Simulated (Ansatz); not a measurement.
Structure types of Ge were relaxed at one common pressure (all-electron LAPW in Ansatz 0.2.0 under PBE, scalar-relativistic, no spin polarisation, zero temperature). They take these volumes:

```
   type  space group  V (Å³/atom)
    bcc        Im-3m        13.65
    hcp     P6_3/mmc        13.69
     sc        Pm-3m        14.35
  omega       P6/mmm        13.73
diamond        Fd-3m        16.77
```

Question: At about which pressure, and is the densest type also the lowest in enthalpy?

Answer: 48 GPa. The densest is bcc, and it is also the lowest in enthalpy among these.
